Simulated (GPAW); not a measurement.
Au: single point with PBE

Au:

```
Au
1.0
     1.41131   -2.55593    0.00000
     1.41131    2.55593    0.00000
     0.00000    0.00000    4.89317
Au
2
Direct
  0.33467 0.66533 0.25000
  0.66533 0.33467 0.75000
```

This isn't the form of Au at room conditions, which is fcc.

```json
{
  "Program": "GPAW 26.7.0",
  "Task": "single point",
  "Functional": "PBE",
  "Potentials or basis": "GPAW PAW data sets (gpaw-data 1.2.1)",
  "Cutoff": "600 eV",
  "Basis": "pw",
  "k mesh": "11 × 11 × 6",
  "Occupations": "fermi-dirac, width 0.05 eV",
  "Spin": "no spin polarisation"
}
```

- Pressure: 5.2 GPa
- Largest force: 0.031 eV/Å
- Band gap on the k mesh: none (metal or under the smearing width)

Forces on the atoms (eV/Å):
```
Au   0.000 -0.031  0.000
Au   0.000  0.031  0.000
```

Stress tensor (GPa, compression positive):
```
8.51 0.00 0.00
0.00 3.61 0.00
0.00 0.00 3.50
```

Levels at points of the mesh, in eV from the Fermi level:
```tsv
k point	band 7	band 8	band 9	band 10	band 11	band 12	band 13	band 14	band 15	band 16
(0.00, 0.00, 0.00)	-3.84	-3.47	-3.30	-2.17	-2.10	-1.02	2.47	15.50	16.56	17.88
(0.00, 0.00, 0.50)	-4.15	-4.15	-2.64	-2.64	-2.49	-2.49	10.34	10.34	15.92	15.92
```

It took 2.8 min on 1 thread of Intel(R) Xeon(R) Processor @ 2.70GHz, on a shared host, peak memory 0.27 GiB.

Caveat: with this Au data set, volumes or pressures lay over 1.5 % or 2 GPa off other programs in two to four cells of ten. Spin-orbit coupling is left out, which matters for the levels of Au.
